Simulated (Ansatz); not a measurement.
# LiH: energy along a strain

LiH, Fm-3m, a = 4.065 Å (as given, not relaxed at this level: -1.5 GPa). Ansatz: PBE, PAW, 420 eV, Γ-centred 10×10×10 mesh on 2 atoms, Gaussian smearing 0.05 eV; no spin polarisation. Cell vectors (Å): 0.000 2.033 2.033; 2.033 0.000 2.033; 2.033 2.033 0.000. The cell is strained by x per cent times the pattern (1 1 0 0 0 0) in the order xx yy zz yz xz xy (engineering shears), with fractional coordinates held. y is the free energy over the start, V0 = 8.396 Å³/atom.

```tsv
x (%)	y (meV/atom)
-4.00	1.82
-3.00	-0.26
-2.00	-1.19
-1.00	-1.08
0.00	0.00
1.00	1.95
2.00	4.71
3.00	8.21
3.50	10.22
4.00	?
```

Problem. Fit y = c1 x + c2 x² + c3 x³ to the other rows, get the stiffness along the pattern, and predict the missing energy.

Solution. Least squares on the rows shown. y = 1.530 x + 0.4427 x² − 0.01327 x³. The clamped-ion stiffness p·C·p = 2 × 4.427 eV × 160.2 / 8.396 Å³ = 169 GPa (second derivative at the start, which stands under stress). At x = 4.00 the fit asked for gives 12.35 meV/atom. The run gave 12.39 meV/atom, so the fit is 0.04 meV/atom too low, a small miss on the scale of the series.